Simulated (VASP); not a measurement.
# MgO in VASP: one cell, several levels of theory, part 2 of 2

VASP 6.6.1, plane waves, PAW. Earlier steps stand in the parts before.

## 3. r2SCAN at this geometry

Contents of INCAR:

```
ENCUT = 520.000000
SIGMA = 0.010000
EDIFF = 1.00e-07
ALGO = Normal
METAGGA = R2SCAN
PREC = Accurate
IBRION = -1
ISIF = 2
ISMEAR = 0
NBANDS = 11
NELM = 120
NSW = 0
LASPH = .TRUE.
LCHARG = .FALSE.
LWAVE = .FALSE.
LREAL = .FALSE.
```

Contents of KPOINTS:

```
KPOINTS created by Atomic Simulation Environment
0
Gamma
10 10 10
0 0 0
```

Contents of KPOINTS_OPT:

```
special points
6
Reciprocal
0.0000000000 0.0000000000 0.0000000000 1
0.5000000000 0.0000000000 0.5000000000 1
0.6250000000 0.2500000000 0.6250000000 1
0.3750000000 0.3750000000 0.7500000000 1
0.5000000000 0.5000000000 0.5000000000 1
0.5000000000 0.2500000000 0.7500000000 1
```

Contents of POSCAR:

```
Mg O
 1.0000000000000000
     0.0000000000000000    2.0601240670999998    2.0601240670999998
     2.0601240670999998    0.0000000000000000    2.0601240670999998
     2.0601240670999998    2.0601240670999998    0.0000000000000000
 Mg  O
   1   1
Cartesian
  0.0000000000000000  0.0000000000000000  0.0000000000000000
  2.0601240670999998  2.0601240670999998  2.0601240670999998
```

The run is started by

```console
> mpirun -np 1 vasp_std
```

Printed to the terminal (iteration lines stand in OSZICAR):

```text
POSCAR found type information on POSCAR MgO
 POSCAR found :  2 types and       2 ions
 -----------------------------------------------------------------------------
|                                                                             |
|                                                                             |
|     You enforced a specific xc type in the INCAR file but a different       |
|     I HOPE YOU KNOW WHAT YOU ARE DOING!                                     |
|                                                                             |
 -----------------------------------------------------------------------------

 LDA part: xc-table for (None), standard interpolation
 POSCAR, INCAR and KPOINTS ok, starting setup
 FFT: planning ... GRIDC
 FFT: planning ... GRID_SOFT
 FFT: planning ... GRID
 WAVECAR not read
 entering main loop
 Start KPOINTS_OPT (optional k-point list driver)
k-point batch [1-6\6]
```

OSZICAR:

```text
N       E                     dE             d eps       ncg     rms          rms(c)
DAV:   1     0.109053827297E+02    0.10905E+02   -0.48428E+03  1178   0.670E+02
DAV:   2    -0.191211872926E+02   -0.30027E+02   -0.29010E+02  1200   0.145E+02
DAV:   3    -0.197737538089E+02   -0.65257E+00   -0.65192E+00  1226   0.184E+01
DAV:   4    -0.197752477936E+02   -0.14940E-02   -0.14940E-02  1151   0.104E+00
DAV:   5    -0.197752527899E+02   -0.49963E-05   -0.49962E-05  1202   0.595E-02    0.691E+00
DAV:   6    -0.160617794346E+02    0.37135E+01   -0.52130E+00  1082   0.128E+01    0.195E+00
DAV:   7    -0.161220001583E+02   -0.60221E-01   -0.28361E-01  1187   0.383E+00    0.144E+00
DAV:   8    -0.161341537925E+02   -0.12154E-01   -0.65824E-02  1082   0.239E+00    0.555E-01
DAV:   9    -0.161302809312E+02    0.38729E-02   -0.12543E-02  1100   0.743E-01    0.140E-01
DAV:  10    -0.161301833487E+02    0.97582E-04   -0.11057E-03  1157   0.242E-01    0.216E-02
DAV:  11    -0.161302013983E+02   -0.18050E-04   -0.11188E-05  1151   0.299E-02    0.653E-03
DAV:  12    -0.161302032725E+02   -0.18741E-05   -0.35059E-07  1160   0.411E-03    0.384E-03
DAV:  13    -0.161302029178E+02    0.35467E-06   -0.10178E-06  1100   0.681E-03    0.958E-05
DAV:  14    -0.161302026712E+02    0.24655E-06   -0.42039E-09   568   0.596E-04    0.992E-05
DAV:  15    -0.161302025938E+02    0.77445E-07   -0.65465E-10   556   0.162E-04
   1 F= -.16130203E+02 E0= -.16130203E+02  d E =-.250933E-17
       N       E                     dE             ncg
DAV:   1     0.477204848034E+03   -0.21006E+04      156
DAV:   2     0.326166764511E+03   -0.15104E+03      153
DAV:   3     0.323608193069E+03   -0.25586E+01      159
DAV:   4     0.323601182132E+03   -0.70109E-02      150
DAV:   5     0.323601157458E+03   -0.24674E-04      156
DAV:   6     0.323601157338E+03   -0.12048E-06      147
DAV:   7     0.323601157338E+03   -0.91177E-10      129
```

Parts of OUTCAR:

```text
k-points           NKPTS =     47   k-points in BZ     NKDIM =     47   number of bands    NBANDS=     11

   NELECT =       8.0000    total number of electrons

   dimension x,y,z NGX =    24 NGY =   24 NGZ =   24
   dimension x,y,z NGXF=    48 NGYF=   48 NGZF=   48

  energy-cutoff  :      520.00
  volume of cell :       17.49
      direct lattice vectors                 reciprocal lattice vectors
     0.000000000  2.060124067  2.060124067    -0.242703829  0.242703829  0.242703829
     2.060124067  0.000000000  2.060124067     0.242703829 -0.242703829  0.242703829
     2.060124067  2.060124067  0.000000000     0.242703829  0.242703829 -0.242703829

 k-points in reciprocal lattice and weights: KPOINTS created by Atomic Simulation Env
   0.00000000  0.00000000  0.00000000       0.001
   0.10000000  0.00000000  0.00000000       0.008
   0.20000000  0.00000000  0.00000000       0.008
   0.30000000  0.00000000  0.00000000       0.008
   0.40000000  0.00000000  0.00000000       0.008
   0.50000000  0.00000000  0.00000000       0.004
   0.10000000  0.10000000  0.00000000       0.006
   0.20000000  0.10000000  0.00000000       0.024
[... 39 more k-points ...]

 E-fermi :   3.3340

 k-point     1 :       0.0000    0.0000    0.0000
  band No.  band energies     occupation
      1     -15.2714      2.00000
      2       3.2796      2.00000
      3       3.2796      2.00000
      4       3.2796      2.00000
      5       9.5812      0.00000
      6      20.5014      0.00000
      7      20.5014      0.00000
      8      20.5014      0.00000
      9      24.8409      0.00000
     10      26.6831      0.00000
     11      26.6831      0.00000

 k-point     2 :       0.1000    0.0000    0.0000
  band No.  band energies     occupation
      1     -15.1558      2.00000
      2       2.6326      2.00000
      3       3.2018      2.00000
      4       3.2018      2.00000
      5      10.1931      0.00000
      6      19.2414      0.00000
      7      20.7794      0.00000
      8      20.7794      0.00000
      9      26.0523      0.00000
     10      26.0523      0.00000
     11      26.6512      0.00000

 k-point     3 :       0.2000    0.0000    0.0000
  band No.  band energies     occupation
      1     -14.8352      2.00000
      2       1.2476      2.00000
      3       3.0048      2.00000
      4       3.0048      2.00000
      5      11.3969      0.00000
      6      17.7547      0.00000
      7      21.3805      0.00000
      8      21.3805      0.00000
      9      25.3884      0.00000
     10      25.3884      0.00000
     11      28.1164      0.00000

 k-point     4 :       0.3000    0.0000    0.0000
  band No.  band energies     occupation
      1     -14.4017      2.00000
      2      -0.1834      2.00000
      3       2.7734      2.00000
      4       2.7734      2.00000
      5      12.2781      0.00000
      6      17.2510      0.00000
      7      21.6500      0.00000
      8      21.6500      0.00000
      9      25.8598      0.00000
     10      25.8598      0.00000
     11      27.5678      0.00000

 k-point     5 :       0.4000    0.0000    0.0000
  band No.  band energies     occupation
      1     -14.0124      2.00000
      2      -1.2418      2.00000
      3       2.5948      2.00000
      4       2.5948      2.00000
      5      12.5223      0.00000
      6      17.6041      0.00000
      7      21.5089      0.00000
      8      21.5089      0.00000
      9      26.9553      0.00000
     10      27.2732      0.00000
     11      27.2732      0.00000

 k-point     6 :       0.5000    0.0000    0.0000
  band No.  band energies     occupation
      1     -13.8520      2.00000
      2      -1.6351      2.00000
      3       2.5284      2.00000
      4       2.5284      2.00000
      5      12.5278      0.00000
      6      17.8868      0.00000
      7      21.4124      0.00000
      8      21.4124      0.00000
      9      26.7254      0.00000
     10      28.1411      0.00000
     11      28.1411      0.00000

 k-point     7 :       0.1000    0.1000    0.0000
  band No.  band energies     occupation
      1     -15.1182      2.00000
      2       2.5679      2.00000
      3       3.1113      2.00000
      4       3.1113      2.00000
      5      10.3965      0.00000
      6      18.7964      0.00000
      7      20.9386      0.00000
      8      20.9386      0.00000
      9      24.8669      0.00000
     10      27.0150      0.00000
     11      27.2694      0.00000

 k-point     8 :       0.2000    0.1000    0.0000
  band No.  band energies     occupation
      1     -14.8687      2.00000
      2       1.5499      2.00000
      3       2.9084      2.00000
      4       2.9329      2.00000
      5      11.4207      0.00000
      6      17.5317      0.00000
      7      21.3960      0.00000
      8      21.4818      0.00000
      9      23.7642      0.00000
     10      26.8963      0.00000
     11      29.1979      0.00000

 k-point     9 :       0.3000    0.1000    0.0000
  band No.  band energies     occupation
      1     -14.4759      2.00000
      2       0.2437      2.00000
      3       2.6595      2.00000
      4       2.6794      2.00000
      5      12.4876      0.00000
      6      16.8561      0.00000
      7      21.2625      0.00000
      8      21.8815      0.00000
      9      24.0550      0.00000
     10      27.0673      0.00000
     11      29.0786      0.00000

 k-point    10 :       0.4000    0.1000    0.0000
  band No.  band energies     occupation
      1     -14.0710      2.00000
      2      -0.8649      2.00000
      3       2.3744      2.00000
      4       2.5091      2.00000
      5      12.9558      0.00000
      6      17.1624      0.00000
      7      20.7130      0.00000
      8      21.8565      0.00000
      9      25.4416      0.00000
     10      28.0059      0.00000
     11      28.5549      0.00000

 k-point    11 :       0.5000    0.1000    0.0000
  band No.  band energies     occupation
      1     -13.8300      2.00000
      2      -1.4489      2.00000
      3       2.1814      2.00000
      4       2.4533      2.00000
      5      13.0158      0.00000
      6      17.6943      0.00000
      7      20.4159      0.00000
      8      21.7239      0.00000
      9      26.7668      0.00000
     10      28.3186      0.00000
     11      28.4521      0.00000

[... the tables of k-points 12 to 47 left out ...]

  Total        1.1233185      1.1233185      1.1233185      0.0000000      0.0000000     -0.0000000
  in kB      102.9208532    102.9208532    102.9208532      0.0000000      0.0000000     -0.0000000
  external PRESSURE =     102.9208532 kB  Pullay stress =       0.0000000 kB

 POSITION                                       TOTAL-FORCE (eV/Angst)
 -----------------------------------------------------------------------------------
      0.00000      0.00000      0.00000        -0.000000     -0.000000      0.000000
      2.06012      2.06012      2.06012         0.000000      0.000000     -0.000000
 -----------------------------------------------------------------------------------
    total drift:                               -0.000000     -0.000000      0.000000

  FREE ENERGIE OF THE ION-ELECTRON SYSTEM (eV)
  ---------------------------------------------------
  free  energy   TOTEN  =       -16.1302025938 eV

  energy  without entropy=      -16.1302025938  energy(sigma->0) =      -16.13020259
```

Hardware: 1 MPI rank of Intel Xeon Platinum 8488C, shared host.

The levels at the points of KPOINTS_OPT are read from vasprun.xml.

Levels at the named points, in eV from the top of band v (v: the last filled band by count, c: the next):

| point | v−1 | v | c | c+1 |
| --- | --- | --- | --- | --- |
| Γ | 0.00 | 0.00 | 6.30 | 17.22 |
| X | -1.47 | -1.47 | 10.11 | 11.83 |
| U | -2.90 | -1.26 | 11.39 | 13.74 |
| K | -2.90 | -1.26 | 11.39 | 13.74 |
| L | -0.75 | -0.75 | 9.25 | 14.61 |
| W | -3.18 | -1.90 | 13.17 | 13.17 |

The r2SCAN gap is 6.30 eV, direct at Γ. Pressure: 10.29 GPa; the forces vanish within 0.01 eV/Å.

## 4. Results

What follows sums up all 2 parts.

```
 level  gap (eV)  pressure (GPa)  Ansatz: gap (eV)  Ansatz: pressure (GPa)
   PBE      5.40           16.69              5.41                   17.37
r2SCAN      6.30           10.29              6.33                   11.45
```

**Reading.** The gap runs from 5.40 eV (PBE) to 6.30 eV (r2SCAN). The pressure is highest with PBE (16.7 GPa) and lowest with r2SCAN (10.3 GPa), which orders the cells that they would relax to. The two programs agree on the gap within 0.03 eV, far less than the spread between functionals. The two codes have different PAW datasets and cutoffs. VASP's cell holds 8 valence electrons and Ansatz's 16.
